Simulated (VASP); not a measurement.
# MgO (Pm-3m) in VASP: elastic constants with LDA

Aim: the elastic constants of MgO with LDA.

All numbers are computed with VASP 6.6.1; they aren't measurements. Logs are shortened: lines on timing, memory, paths and dates and some standing lists are left out, and cuts for length are marked.

## Step 1: Starting point

It takes space group Pm-3m (No. 221, cubic). The conventional cell has a = 2.598 Å, b = 2.598 Å, c = 2.598 Å, α = 90.00°, β = 90.00°, γ = 90.00°. Around Mg (site symmetry m-3m) lie 8 O at 2.25 Å. O (site symmetry m-3m) has 8 Mg at 2.25 Å as nearest neighbours.

Measurements of this composition are mostly on another form, of space group No. 225.

## Step 2: Elastic constants, LDA

INCAR reads:

```
PREC = Accurate
ENCUT = 600
EDIFF = 1E-8
ISMEAR = 0
SIGMA = 0.01
LREAL = False
LASPH = True
NELM = 100
ALGO = Normal
ISIF = 3
LWAVE = False
LCHARG = False
IBRION = 6
NFREE = 2
POTIM = 0.015
NSW = 1
```

KPOINTS reads:

```
regular mesh
0
Gamma
  10 10 10
```

POSCAR reads:

```
MgO
1.0
    2.5979000000      0.0000000000      0.0000000000
    0.0000000000      2.5979000000      0.0000000000
    0.0000000000      0.0000000000      2.5979000000
Mg O
1 1
Direct
    0.0000000000      0.0000000000      0.0000000000
    0.5000000000      0.5000000000      0.5000000000
```

Potentials or basis: VASP PAW LDA potentials, release 64 (Mg, O).

Launch:

```
$ cat potpaw_LDA.64/Mg/POTCAR potpaw_LDA.64/O/POTCAR > POTCAR
$ mpirun -np 1 vasp_std > vasp.out
```

OUTCAR:

```text
PREC = Accurate
   ENCUT = 600
   EDIFF = 1E-8
   ISMEAR = 0
   LREAL = False
   LASPH = True
   NELM = 100
   ISIF = 3
   IBRION = 6
   NFREE = 2
   POTIM = 0.015
   NSW = 1

 ion  position               nearest neighbor table
   1  0.000  0.000  0.000-   2 2.25   2 2.25   2 2.25   2 2.25   2 2.25   2 2.25   2 2.25   2 2.25

   2  0.500  0.500  0.500-   1 2.25   1 2.25   1 2.25   1 2.25   1 2.25   1 2.25   1 2.25   1 2.25

  LATTYP: Found a simple cubic cell.
 ALAT       =     2.5979000000

  Lattice vectors:

 A1 = (   2.5979000000,   0.0000000000,   0.0000000000)
 A2 = (   0.0000000000,   2.5979000000,   0.0000000000)
 A3 = (   0.0000000000,   0.0000000000,   2.5979000000)

Analysis of symmetry for initial positions (statically):
=====================================================================
 Subroutine PRICEL returns:
 Original cell was already a primitive cell.

 Routine SETGRP: Setting up the symmetry group for a
 simple cubic supercell.

 Subroutine GETGRP returns: Found 48 space group operations
 (whereof 48 operations were pure point group operations)
 out of a pool of 48 trial point group operations.

The static configuration has the point symmetry O_h .

Analysis of symmetry for dynamics (positions and initial velocities):
=====================================================================
 Subroutine PRICEL returns:
 Original cell was already a primitive cell.

 Routine SETGRP: Setting up the symmetry group for a
 simple cubic supercell.

 Subroutine GETGRP returns: Found 48 space group operations
 (whereof 48 operations were pure point group operations)
 out of a pool of 48 trial point group operations.

The dynamic configuration has the point symmetry O_h .

 Subroutine INISYM returns: Found 48 space group operations
 (whereof 48 operations are pure point group operations),
 and found     1 'primitive' translations

----------------------------------------------------------------------------------------

                                     Primitive cell

  volume of cell :      17.5334

  direct lattice vectors                    reciprocal lattice vectors
     2.597900000  0.000000000  0.000000000     0.384926287  0.000000000  0.000000000
     0.000000000  2.597900000  0.000000000     0.000000000  0.384926287  0.000000000
     0.000000000  0.000000000  2.597900000     0.000000000  0.000000000  0.384926287

  length of vectors
     2.597900000  2.597900000  2.597900000     0.384926287  0.384926287  0.384926287

  position of ions in fractional coordinates (direct lattice)
     0.000000000  0.000000000  0.000000000
     0.500000000  0.500000000  0.500000000

  ion indices of the primitive-cell ions
   primitive index   ion index
                 1           1
                 2           2

----------------------------------------------------------------------------------------

 KPOINTS: regular mesh

Automatic generation of k-mesh.
 Grid dimensions read from file:
 generate k-points for:   10   10   10

 Generating k-lattice:

  Cartesian coordinates                     Fractional coordinates (reciprocal lattice)
     0.038492629  0.000000000  0.000000000     0.100000000  0.000000000  0.000000000
     0.000000000  0.038492629  0.000000000     0.000000000  0.100000000  0.000000000
     0.000000000  0.000000000  0.038492629     0.000000000  0.000000000  0.100000000

  Length of vectors
     0.038492629  0.038492629  0.038492629

  Shift w.r.t. Gamma in fractional coordinates (k-lattice)
     0.000000000  0.000000000  0.000000000

 Subroutine IBZKPT returns following result:
 ===========================================

 Found     56 irreducible k-points:

 Following reciprocal coordinates:
            Coordinates               Weight
  0.000000  0.000000  0.000000      1.000000
  0.100000  0.000000  0.000000      6.000000
[... 55 lines left out ...]
   EFERMI =   0.00;   METHOD = LEGACY
   ISMEAR =     0;   SIGMA  =   0.01  broadening in eV -4-tet -1-fermi 0-gaus
   EFERMI_NEDOS =   21; number of points for ismear=-14 and -15
   IALGO  =     38    algorithm
   IMIX   =      4    mixing-type and parameters
     AMIX     =   0.40;   BMIX     =  1.00
     AMIX_MAG =   1.60;   BMIX_MAG =  1.00
  volume/ion in A,a.u.               =       8.77        59.16
  Fermi-wavevector in a.u.,A,eV,Ry     =   1.260325  2.381668 21.611739  1.588418
  Thomas-Fermi vector in A             =   2.393840
   LORBIT       =      0    0 simple, 1 ext, 2 COOP (PROOUT), +10 PAW based schemes
   GGA     = CA    functional components
   LHFCALC =     F    Hartree Fock is set to
   AEXX    =    0.0000 exact exchange contribution
   IVDW    =     0    specifies the selected vdW correction
   LEPSILON=     F    determine dielectric tensor
   LRPA    =     F    only Hartree local field effects (RPA)
 finite differences with symmetry
 non-spin polarized calculation
 Gauss-broadening in eV      SIGMA  =   0.01
  energy-cutoff  :      600.00
  volume of cell :       17.53
 maximum number of plane-waves:       624
 NGX is ok and might be reduce to    24
   NGX = 11   NGY = 11   NGZ = 11

--------------------------------------- Ionic step        1  -------------------------------------------

 number of electron       8.0000002 magnetization

 Free energy of the ion-electron system (eV)
  ---------------------------------------------------
  ext. energy  EPLUGINS =         0.00000000
  ---------------------------------------------------
  free energy    TOTEN  =       -11.91873237 eV

  energy without entropy =      -11.91873237  energy(sigma->0) =      -11.91873237

------------------------ aborting loop because EDIFF is reached ----------------------------------------

  FORCE on cell =-STRESS in cart. coord.  units (eV):
  Direction    XX          YY          ZZ          XY          YZ          ZX
  --------------------------------------------------------------------------------------
  -------------------------------------------------------------------------------------
  Total       -0.3098034     -0.3098034     -0.3098034     -0.0000000      0.0000000     -0.0000000
  in kB      -28.3093260    -28.3093260    -28.3093260     -0.0000000      0.0000000     -0.0000000
  external PRESSURE =     -28.3093260 kB  Pullay stress =       0.0000000 kB
[... 89 lines left out ...]
  FREE ENERGIE OF THE ION-ELECTRON SYSTEM (eV)
  ---------------------------------------------------
  free  energy   TOTEN  =       -11.9156117465 eV

  energy  without entropy=      -11.9156117465  energy(sigma->0) =      -11.91561175

[... ionic steps 4 to 14 ...]

--------------------------------------- Ionic step       15  -------------------------------------------

 number of electron       8.0000002 magnetization

------------------------ aborting loop because EDIFF is reached ----------------------------------------
[... 67 lines left out ...]
--------------------------------------- Ionic step       17  -------------------------------------------

 number of electron       8.0000002 magnetization

 Free energy of the ion-electron system (eV)
  ---------------------------------------------------
  ext. energy  EPLUGINS =         0.00000000
  ---------------------------------------------------
  free energy    TOTEN  =       -11.91865167 eV

  energy without entropy =      -11.91865167  energy(sigma->0) =      -11.91865167

 E-fermi :   5.1657     XC(G=0): -11.9944

 val. band max:        5.1029166875   @ k =   0.0000   0.5000   0.5000
 cond. band min:       7.9509234010   @ k =   0.0000   0.0000   0.0000
 fundamental gap:      2.8480067135
 Fermi energy:         5.1656928342

 k-point     1 :       0.0000    0.0000    0.0000
  band No.  band energies     occupation
      1     -13.4523      2.00000
      2       4.0335      2.00000
      3       4.0335      2.00000
      4       4.0337      2.00000
      5       7.9509      0.00000
      6      15.3849      0.00000
      7      15.3867      0.00000
      8      25.7228      0.00000
[... 243 lines left out ...]
 k-point    24 :       0.3000    0.1000    0.1000
  band No.  band energies     occupation
      1     -12.4375      2.00000
      2       0.0868      2.00000
      3       3.6448      2.00000
      4       3.8855      2.00000
      5      11.5238      0.00000
      6      15.9356      0.00000
      7      16.9640      0.00000
      8      23.3503      0.00000

 [... further k-points ...]

------------------------ aborting loop because EDIFF is reached ----------------------------------------

  FORCE on cell =-STRESS in cart. coord.  units (eV):
  Direction    XX          YY          ZZ          XY          YZ          ZX
  --------------------------------------------------------------------------------------
  -------------------------------------------------------------------------------------
  Total       -0.3069452     -0.3081955     -0.3081955      0.0000000      0.0000000      0.0000000
  in kB      -28.0481408    -28.1623934    -28.1623934      0.0000000      0.0000000      0.0000000
  external PRESSURE =     -28.1243092 kB  Pullay stress =       0.0000000 kB
[... 17 lines left out ...]
  FREE ENERGIE OF THE ION-ELECTRON SYSTEM (eV)
  ---------------------------------------------------
  free  energy   TOTEN  =       -11.9186516700 eV

  energy  without entropy=      -11.9186516700  energy(sigma->0) =      -11.91865167

 INTERNAL STRAIN TENSORS FROM STRAINED CELLS
 ============================================

 INTERNAL STRAIN TENSOR FOR ION    1 for displacements in x,y,z  (eV/Angst):
          X           Y           Z          XY          YZ          ZX
  --------------------------------------------------------------------------------
  x     0.00000     0.00000     0.00000     0.00000     0.00000     0.00000
  y     0.00000     0.00000     0.00000    -0.00000     0.00000     0.00000
  z     0.00000     0.00000     0.00000     0.00000     0.00000     0.00000

 INTERNAL STRAIN TENSORS FROM DISPLACED ATOMS
 ============================================

 INTERNAL STRAIN TENSOR FOR ION    1 for displacements in x,y,z  (eV/Angst):
          X           Y           Z          XY          YZ          ZX
  --------------------------------------------------------------------------------
  x     0.00000     0.00000     0.00000     0.00000     0.00000     0.00000
  y     0.00000     0.00000     0.00000     0.00000     0.00000     0.00000
  z     0.00000     0.00000     0.00000     0.00000     0.00000     0.00000

 INTERNAL STRAIN TENSOR FOR ION    2 for displacements in x,y,z  (eV/Angst):
          X           Y           Z          XY          YZ          ZX
  --------------------------------------------------------------------------------
  x     0.00000     0.00000     0.00000     0.00000     0.00000     0.00000
  y     0.00000     0.00000     0.00000     0.00000     0.00000     0.00000
  z     0.00000     0.00000     0.00000     0.00000     0.00000     0.00000

 Eigenvectors and eigenvalues of the dynamical matrix
 ----------------------------------------------------

   1 f  =    4.265493 THz    26.800881 2PiTHz  142.281520 cm-1    17.640652 meV
             X         Y         Z           dx          dy          dz
      0.000000  0.000000  0.000000     0.397637   -0.000000   -0.489410
      1.298950  1.298950  1.298950    -0.489410    0.000000    0.602363
[... 21 lines left out ...]
   6 f/i=    0.002892 THz     0.018171 2PiTHz    0.096465 cm-1     0.011960 meV
             X         Y         Z           dx          dy          dz
      0.000000  0.000000  0.000000     0.028075   -0.413760    0.656032
      1.298950  1.298950  1.298950     0.022810   -0.336173    0.533014

--------------------------------------------------------------------------------------------------------

 ELASTIC MODULI CONTR FROM IONIC RELAXATION (kBar)
 Direction    XX          YY          ZZ          XY          YZ          ZX
 --------------------------------------------------------------------------------
 XX           0.0000      0.0000      0.0000      0.0000      0.0000      0.0000
 YY           0.0000      0.0000      0.0000      0.0000      0.0000      0.0000
 ZZ           0.0000      0.0000      0.0000      0.0000      0.0000      0.0000
 XY           0.0000      0.0000      0.0000      0.0000      0.0000      0.0000
 YZ           0.0000      0.0000      0.0000      0.0000      0.0000      0.0000
 ZX           0.0000      0.0000      0.0000      0.0000      0.0000      0.0000
 --------------------------------------------------------------------------------

 TOTAL ELASTIC MODULI (kBar)
 Direction    XX          YY          ZZ          XY          YZ          ZX
 --------------------------------------------------------------------------------
 XX        6167.7345   -738.6943   -738.6943      0.0000     -0.0000     -0.0000
 YY        -738.6943   6167.7345   -738.6943      0.0000      0.0000     -0.0000
 ZZ        -738.6943   -738.6943   6167.7345      0.0000     -0.0000     -0.0000
 XY           0.0000      0.0000      0.0000   -600.2492      0.0000      0.0000
 YZ          -0.0000      0.0000     -0.0000      0.0000   -600.2492      0.0000
 ZX          -0.0000     -0.0000     -0.0000      0.0000      0.0000   -600.2492
 --------------------------------------------------------------------------------
```

Wall time 1.8 min (1 thread of Intel Xeon Platinum 8559C (Emerald Rapids), shared host); peak memory 0.23 GiB.

What came out:

```yaml
Elastic_constants_C11_C12_C44: 617, -74, -60 GPa
Voigt_bulk_modulus: 156 GPa
Highest_phonon_frequency_at_Γ_LO-TO_splitting_left_out: 142 cm⁻¹
```

Phonon frequencies in cm⁻¹ (negative: imaginary):
```tsv
q point	frequencies
(0.000, 0.000, 0.000)	0 0 0 142 142 142
```

Elastic tensor in Voigt notation (GPa, in the Cartesian axes of the cell as first typed):
```
617 -74 -74   0   0   0
-74 617 -74   0   0   0
-74 -74 617   0   0   0
  0   0   0 -60   0   0
  0   0   0   0 -60   0
  0   0   0   0   0 -60
```

Clamped-ion elastic tensor (GPa):
```
617 -74 -74   0   0   0
-74 617 -74   0   0   0
-74 -74 617   0   0   0
  0   0   0 -60   0   0
  0   0   0   0 -60   0
  0   0   0   0   0 -60
```

Caveat: the cell is under stress, which shifts elastic constants; the elastic tensor has a negative eigenvalue, so either the cell is unstable as it stands or the mesh is too thin.
